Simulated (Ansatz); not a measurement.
NaH (Fm-3m): elastic constants by finite strains

Method: r²SCAN, PAW on Ansatz 0.2.0's default frozen-core files (fitted under PBE), scalar-relativistic.

Cell and atoms were relaxed beforehand by PAW with this functional.

Launched as:

```sh
ansatz run input.yaml --threads 1 --pin off --max-ram 2560MiB --backend cpu --events-out ev --progress --plain --runs-dir out
```

Input:

```yaml
crystal:
  lattice:
    - [0.0, 2.39721549244, 2.39721549244]
    - [2.39721549244, 0.0, 2.39721549244]
    - [2.39721549244, 2.39721549244, 0.0]
  atoms:
    - { symbol: Na, position: [0.0, 0.0, 0.0] }
    - { symbol: H, position: [0.5, 0.5, 0.5] }
kpoints:
  mp_grid: { grid: [8, 8, 8] }
scf:
  occupations: { method: fixed }
hamiltonian:
  xc: r2scan
  pseudopotentials: { kind: paw }
elastic:
  mode: relaxed_ion
  stencil: two_point
  amplitude: 0.008
```

Output:

```
Warning: RAYON_NUM_THREADS=1 ignored (pool sized by the plan → 1); use --threads N
Engine: ansatz 0.2.0, x86_64-unknown-linux-gnu
Pseudopotentials: kind: paw
Pseudopotential: Na, paw, valence charge 9, recommended cutoff 500 eV (meta_gga), Na.paw.azcp
Pseudopotential: H, paw, valence charge 1, recommended cutoff 500 eV (meta_gga), H.paw.azcp
Functional definition: r2SCAN
  parameter k0 = 0.174
  parameter k1 = 0.065
  parameter a1 = 4.9479
  exchange = r2scan_x(k0 = k0, k1 = k1, a1 = a1)
  correlation = r2scan_c
Crystal: 2 atoms, lattice volume = 27.552 Å³
Basis set: ecut = 500 eV, 725 PW (Γ), exchange–correlation on 100×100×100 points (64 copies of the dense FFT grid, shifted against one another)
Bands: 9, of which v1, the nominal top of the filled ones, is band 5 counted from 1 (4 counted from 0)
Symmetry: 48 space group operations
Space group: Fm-3m (ITA 225), of the structure as read, at distance tolerance 3.0e-5 Å
k-points: 29 of 512
Non-local potential: Na, projectors of the file, l = 0: 3, l = 1: 2, l = 2: 1
Non-local potential: H, projectors of the file, l = 0: 2, l = 1: 1
[... 107 lines left out ...]
  C = ∂σ_k/∂η_j (tension-positive GPa; Voigt order 11 22 33 23 13 12):
        49.107     12.092     12.092     -0.000     -0.000      0.000
        12.092     49.107     12.092      0.000     -0.000     -0.000
        12.092     12.092     49.107     -0.000      0.000      0.000
         0.000      0.000      0.000     24.037     -0.000     -0.000
        -0.000     -0.000      0.000      0.000     24.037      0.000
        -0.000      0.000     -0.000     -0.000     -0.000     24.037
  reference stress σ⁰ (GPa):     -0.007     -0.007     -0.007     -0.000     -0.000     -0.000
  C* (energy form; C + prestress term) asymmetry max|C*_kj − C*_jk| = 1.243e-14 GPa — a small one proves nothing (zero by symmetry where the batch's group is 432, −43m or m−3m); a large one is finite-difference/SCF noise where ...
  moduli (Voigt/Reuss/Hill, GPa): K = 24.43/24.43/24.43   G = 21.83/21.47/21.65   E = 50.14   ν = 0.158
  mechanically stable: yes (min eigenvalue of sym C = 24.04 GPa)
  strain η (Voigt 11):  stress-route row diagonal C_11 = 49.11 GPa, energy-path curvature d²(F+E_count+ΔE)/dδ²/Ω₀ = 49.11 GPa
         δ    σ_11 (GPa)             F (eV)   n_scf  n_hpsi   n_pw
    -8.000e-3      -0.4155       -1505.1360174       7   10375    709   relax 0 steps, max|allowed force component| 1.02e-31 eV/Å
     8.000e-3       0.3702       -1505.1360510       6    9124    725   relax 0 steps, max|allowed force component| 1.05e-31 eV/Å
  strain η (Voigt 23):  stress-route row diagonal C_44 = 24.04 GPa, energy-path curvature d²(F+E_count+ΔE)/dδ²/Ω₀ = 24.04 GPa
         δ    σ_23 (GPa)             F (eV)   n_scf  n_hpsi   n_pw
    -8.000e-3      -0.1923       -1505.1361697       7   16365    721   relax 0 steps, max|allowed force component| 2.03e-31 eV/Å
     8.000e-3       0.1923       -1505.1361697       6   14485    721   relax 0 steps, max|allowed force component| 2.96e-30 eV/Å
```

The calculation finished and met its thresholds.

**Elastic constants**

Elastic constants of a crystal by Kohn-Sham DFT: slopes of the stress over finite engineering strains of the given cell, Voigt indices, Cartesian axes as in the input.

```json
{"Pressure at rest": "0.007 GPa", "Least elastic eigenvalue": "24.04 GPa", "Elastically stable": "yes"}
```

```csv
index,elastic (GPa)
11,49.11
12,12.09
44,24.04
```

### Strained cells

Stress of each strained cell less that at rest, tension positive.

| strain component | strain | stress xx (GPa) | stress yy (GPa) | stress zz (GPa) | stress yz (GPa) | stress xz (GPa) | stress xy (GPa) | relaxation steps |
| --- | --- | --- | --- | --- | --- | --- | --- | --- |
| xx | -0.008 | -0.4086 | -0.0985 | -0.0985 | 0 | 0 | 0 | 0 |
| xx | 0.008 | 0.3771 | 0.095 | 0.095 | 0 | 0 | 0 | 0 |
| yz | -0.008 | 0.0013 | -0.001 | -0.001 | -0.1923 | 0 | 0 | 0 |
| yz | 0.008 | 0.0013 | -0.001 | -0.001 | 0.1923 | 0 | 0 | 0 |

### Elastic moduli

Hill averages of a grain aggregate, Debye temperature from the mean sound speed over directions.

| Item | Value |
| --- | --- |
| Bulk modulus | 24.43 GPa |
| Shear modulus | 21.65 GPa |
| Young modulus | 50.14 GPa |
| Poisson ratio | 0.158 |
| Bulk over shear modulus | 1.129 |
| Elastic anisotropy index | 0.0825 |
| Least young modulus | 44.33 GPa |
| Largest young modulus | 54.3 GPa |
| Longitudinal sound speed | 6070 m/s |
| Transverse sound speed | 3869 m/s |
| Elastic debye temperature | 527.3 K |
| Linear compressibility (x, y, z) | 13.64, 13.64, 13.64 1/TPa |
| Zener ratio | 1.299 |
| Cauchy pressure | -11.94 GPa |

Limits of these numbers: frozen-core PAW files fitted under PBE, their cores solved anew for the functional of the run.

Cost: 10 s on 1 thread of Intel(R) Xeon(R) 6975P-C (Granite Rapids), on a shared host, peak memory 0.41 GiB.
